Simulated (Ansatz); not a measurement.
These are results of DFT PBE, scalar-relativistic, plane waves, PAW (Ansatz), not measurements. Settings: cutoff 420 eV, Γ-centred meshes spaced at most about 0.3 Å⁻¹, and about 0.25 Å⁻¹ or finer for metals (2π included), Gaussian smearing. Spin is collinear in cells that carry moments; the others ran without spin or lost their moments.

Each guess is relaxed in cell and atoms at zero pressure, on a coarse mesh first where it starts far from rest and then on a converged one. The steps can't lower the symmetry of the start, but it can rise. Energies are static (0 K, no zero-point motion).

Two unrelaxed guesses for WSe₄:

A.

```xyz
5
Lattice="-3.1618 3.1618 3.1618 3.1618 -3.1618 3.1618 3.1618 3.1618 -3.1618" Properties=species:S:1:pos:R:3 pbc="T T T"
W     0.0000    0.0000    0.0000
Se    1.5809    1.5809    1.5809
Se    1.5809    1.5809   -1.5809
Se    1.5809   -1.5809    1.5809
Se   -1.5809    1.5809    1.5809
```

B.

```xyz
5
Lattice="-3.3389 3.3389 3.3389 3.3389 -3.3389 3.3389 3.3389 3.3389 -3.3389" Properties=species:S:1:pos:R:3 pbc="T T T"
W     0.0000    0.0000    0.0000
Se    2.1054   -2.1054    2.1054
Se    1.2334    1.2334    1.2334
Se    2.1054    2.1054   -2.1054
Se   -2.1054    2.1054    2.1054
```

Problem. Where do they end, and which end is lower?

Solution. B ends lower, by 0.42 eV/atom. A: Im-3m at 25.3 Å³/atom → Im-3m at 23.1 Å³/atom; B: I-43m at 29.8 Å³/atom → I-43m at 35.0 Å³/atom. Counting Se atoms around W (those within 1.25 times the shortest such distance or 1.15 times the sum of covalent radii), the end of A has W 8 and the end of B has W 4. End of A. Conventional cell: a = 6.137 Å. Se has 2 W at 2.66 Å and 6 Se at 3.07 Å; W has 8 Se at 2.66 Å. End of B. Conventional cell: a = 7.044 Å. W has 4 Se at 2.33 Å; around Se lies 1 W at 2.33 Å.

Ends held by symmetry can be saddle points. Neither end is the lowest form computed: that has space group P-43m (No. 215) and lies 19 meV/atom below the better end. Even the lowest of the cells shown lies +0.17 eV/atom against the elements. No dispersion correction is applied, so the spacing and binding between layers, chains or molecules are poorly described (I-43m), and this can change margins and order among such cells. These runs have no spin–orbit coupling, which can matter for W. The magnetic state reached may not be the lowest. Some types were kept out of the candidates beforehand, so the set may lack a known form.
